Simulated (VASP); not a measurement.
A VASP 6.6.1 single-point calculation on KF

INCAR

```
GGA = PE
EDIFF = 1E-7
LASPH = .TRUE.
SIGMA = 0.02
LCHARG = .FALSE.
ISMEAR = -1
NBANDS = 15
LREAL = .FALSE.
ALGO = VeryFast
IBRION = -1
ISIF = 2
LWAVE = .FALSE.
PREC = Accurate
NSW = 0
ISYM = 1
NELM = 120
ENCUT = 520
```

KPOINTS

```
KPOINTS created by Atomic Simulation Environment
0
Gamma
8 8 8
0 0 0
```

POSCAR

```
K  F
 1.0000000000000000
    -0.0709056152000000    2.5880549558000001    2.5880549558000001
     2.5880549558000001   -0.0709056152000000    2.5880549558000001
     2.5880549558000001    2.5880549558000001   -0.0709056152000000
 K   F
   1   1
Cartesian
  0.0000000000000000  0.0000000000000000  0.0000000000000000
  2.5526021482000001  2.5526021482000001  2.5526021482000001
```

The recommended PBE PAW datasets give the neutral cell 16 valence electrons.

Command

```
mpirun -np 1 vasp_std
```

OSZICAR

```
N       E                     dE             d eps       ncg     rms          rms(c)
RMM:   1     0.168531992929E+03    0.16853E+03   -0.55440E+03   975   0.824E+02
RMM:   2     0.402509813599E+02   -0.12828E+03   -0.13755E+03   975   0.221E+02
RMM:   3     0.100334792434E+01   -0.39248E+02   -0.31264E+02   975   0.105E+02
RMM:   4    -0.802021254767E+01   -0.90236E+01   -0.58968E+01   975   0.540E+01
RMM:   5    -0.907718959709E+01   -0.10570E+01   -0.90029E+00   975   0.220E+01
RMM:   6    -0.931365169728E+01   -0.23646E+00   -0.20969E+00   975   0.113E+01
RMM:   7    -0.939924338506E+01   -0.85592E-01   -0.79327E-01   975   0.657E+00
RMM:   8    -0.944314398155E+01   -0.43901E-01   -0.40034E-01   975   0.454E+00
RMM:   9    -0.947976770362E+01   -0.36624E-01   -0.34850E-01  3624   0.334E+00
RMM:  10    -0.949534329389E+01   -0.15576E-01   -0.11685E-01  3727   0.139E+00
...
RMM:  21    -0.825256912085E+01   -0.13228E-04   -0.96307E-05  3620   0.396E-02    0.288E-03
RMM:  22    -0.825257513156E+01   -0.60107E-05   -0.46804E-05  3534   0.270E-02    0.245E-03
RMM:  23    -0.825257840311E+01   -0.32715E-05   -0.22991E-05  3447   0.179E-02    0.947E-04
RMM:  24    -0.825257985539E+01   -0.14523E-05   -0.11378E-05  3304   0.122E-02    0.810E-04
RMM:  25    -0.825258068682E+01   -0.83143E-06   -0.54795E-06  3033   0.845E-03    0.287E-04
RMM:  26    -0.825258106705E+01   -0.38024E-06   -0.27860E-06  2748   0.586E-03    0.830E-05
RMM:  27    -0.825258122969E+01   -0.16263E-06   -0.14063E-06  2434   0.407E-03    0.283E-04
RMM:  28    -0.825258134316E+01   -0.11347E-06   -0.73249E-07  2192   0.288E-03    0.162E-04
RMM:  29    -0.825258139274E+01   -0.49575E-07   -0.38559E-07  1959   0.206E-03
   1 F= -.82525814E+01 E0= -.82525814E+01  d E =-.503967E-13
```

From OUTCAR

```
k-points           NKPTS =     65   k-points in BZ     NKDIM =     65   number of bands    NBANDS=     15

   NELECT =      16.0000    total number of electrons

   dimension x,y,z NGX =    28 NGY =   28 NGZ =   28
   dimension x,y,z NGXF=    56 NGYF=   56 NGZF=   56

  energy-cutoff  :      520.00
  volume of cell :       36.09
      direct lattice vectors                 reciprocal lattice vectors
    -0.070905615  2.588054956  2.588054956    -0.185431691  0.190655119  0.190655119
     2.588054956 -0.070905615  2.588054956     0.190655119 -0.185431691  0.190655119
     2.588054956  2.588054956 -0.070905615     0.190655119  0.190655119 -0.185431691

 k-points in reciprocal lattice and weights: KPOINTS created by Atomic Simulation Env
   0.00000000  0.00000000  0.00000000       0.002
   0.12500000  0.00000000  0.00000000       0.012
   0.25000000  0.00000000  0.00000000       0.012
   0.37500000  0.00000000 -0.00000000       0.012
   0.50000000  0.00000000  0.00000000       0.006
   0.12500000  0.12500000  0.00000000       0.012
   0.25000000  0.12500000  0.00000000       0.023
   0.37500000  0.12500000 -0.00000000       0.023
   ...

 E-fermi :  -2.0927

 k-point     1 :       0.0000    0.0000    0.0000
  band No.  band energies     occupation
      1     -28.6457      2.00000
      2     -21.3312      2.00000
      3     -11.8572      2.00000
      4     -11.8572      2.00000
      5     -11.8349      2.00000
      6      -2.6551      2.00000
      7      -2.6551      2.00000
      8      -2.6191      2.00000
      9       3.8145      0.00000
     10       8.0294      0.00000
     11       8.0294      0.00000
     12       8.4781      0.00000
     13       9.9406      0.00000
     14       9.9406      0.00000
     15      14.6641      0.00000

 k-point     2 :       0.1250    0.0000    0.0000
  band No.  band energies     occupation
      1     -28.6285      2.00000
      2     -21.3491      2.00000
      3     -11.8977      2.00000
      4     -11.8604      2.00000
      5     -11.8447      2.00000
      6      -2.8014      2.00000
      7      -2.7158      2.00000
      8      -2.6783      2.00000
      9       4.2592      0.00000
     10       7.8499      0.00000
     11       8.2355      0.00000
     12       8.6570      0.00000
     13      10.1020      0.00000
     14      10.1079      0.00000
     15      15.4136      0.00000

 k-point     3 :       0.2500    0.0000    0.0000
  band No.  band energies     occupation
      1     -28.5866      2.00000
      2     -21.3921      2.00000
      3     -12.0016      2.00000
      4     -11.8679      2.00000
      5     -11.8608      2.00000
      6      -3.1196      2.00000
      7      -2.8590      2.00000
      8      -2.8095      2.00000
      9       5.3531      0.00000
     10       7.5889      0.00000
     11       8.7524      0.00000
     12       9.1811      0.00000
     13      10.5842      0.00000
     14      10.6186      0.00000
     15      16.5550      0.00000

 ...

  Total        0.8264041      0.8264041      0.8264041      0.0666556      0.0666556      0.0666556
  in kB       36.6831087     36.6831087     36.6831087      2.9587646      2.9587646      2.9587646
  external PRESSURE =      36.6831087 kB  Pullay stress =       0.0000000 kB

 POSITION                                       TOTAL-FORCE (eV/Angst)
 -----------------------------------------------------------------------------------
      0.00000      0.00000      0.00000         0.000000     -0.000000      0.000000
      2.55260      2.55260      2.55260        -0.000000      0.000000     -0.000000
 -----------------------------------------------------------------------------------
    total drift:                                0.000000      0.000000      0.000000

  FREE ENERGIE OF THE ION-ELECTRON SYSTEM (eV)
  ---------------------------------------------------
  free  energy   TOTEN  =        -8.2525813927 eV

  energy  without entropy=       -8.2525813927  energy(sigma->0) =       -8.25258139
```

It converged. Results: gap between bands v and c on the k mesh 6.43 eV; least direct gap on the k mesh 6.43 eV; pressure 3.7 GPa. Band v is the last that the valence electrons fill when counted band by band, and c is the next.

For comparison, a separate PBE run of the intended cell, on usual settings and not on those above, gives a gap of 6.43 eV on its mesh and a pressure of 3.7 GPa.

The run above took about 64 s on one core of a shared host (Intel Xeon Platinum 8488C) and held 0.17 GiB at most.
